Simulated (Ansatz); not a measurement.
TiO2:

```
Ti O
1.0
     6.15358   -1.88347    0.00000
     6.15358    1.88347    0.00000
    -1.92833    0.00000    6.32897
Ti O
4 8
Direct
  0.90007 0.90007 0.28960
  0.19529 0.19529 0.28376
  0.09993 0.09993 0.71040
  0.80471 0.80471 0.71624
  0.36193 0.36193 0.29340
  0.26349 0.26349 0.65250
  0.86719 0.86719 0.99529
  0.73651 0.73651 0.34750
  0.94165 0.94165 0.63002
  0.13281 0.13281 0.00471
  0.63807 0.63807 0.70660
  0.05835 0.05835 0.36998
```

The cell comes from a database or a generator and needn't be the stable form of this composition.

```yaml
Program: Ansatz 0.2.0
Task: single point
Functional: PBE
Potentials_or_basis: Ansatz PAW
Cutoff: "420 eV (not typed: the program's choice for these potentials)"
k_mesh: 8 × 8 × 4
Occupations: fermi-dirac, width 0.05 eV
Spin: no spin polarisation
```

On this cell: pressure -1.2 GPa; largest force 0.186 eV/Å; band gap on the k mesh 2.75 eV, indirect (least direct gap 2.92 eV).

The same run follows on a disturbed copy (atoms moved at random, drawn with an rms of 0.05 Å):

```
CELL_PARAMETERS angstrom
6.15358 -1.88347 0.00000
6.15358 1.88347 0.00000
-1.92833 0.00000 6.32897
ATOMIC_POSITIONS crystal
Ti 0.89960 0.89773 0.29419
Ti 0.19693 0.19280 0.28000
Ti 0.10639 0.09387 0.71017
Ti 0.79666 0.81295 0.72346
O 0.35868 0.36536 0.29249
O 0.26387 0.25664 0.65233
O 0.86721 0.86279 0.98922
O 0.74375 0.73162 0.35035
O 0.93354 0.94480 0.62949
O 0.10724 0.15858 0.01143
O 0.65064 0.63200 0.70395
O 0.05227 0.06437 0.37373
```

Question: What changes?

Answer: The energy moves by +17.9 meV/atom; pressure 0.4 GPa; largest force 2.253 eV/Å; band gap on the k mesh 2.81 eV, indirect (least direct gap 2.98 eV).

Forces on the atoms (eV/Å):
```
Ti   0.287  0.043  0.022
Ti  -0.104  0.041  1.415
Ti  -0.014  0.074 -0.266
Ti  -0.032 -0.313 -1.746
O    0.052 -0.281 -0.142
O    0.170  0.113  0.289
O    0.168  0.061  2.246
O    0.009  0.412 -0.460
O    0.936 -0.139  0.016
O   -0.099 -0.376 -1.526
O   -0.990  0.527  0.305
O   -0.383 -0.163 -0.153
```

Stress tensor (GPa, compression positive):
```
-0.64 -0.38  0.90
-0.38 -1.37 -0.25
 0.90 -0.25  3.31
```

A k mesh can miss the band edges.
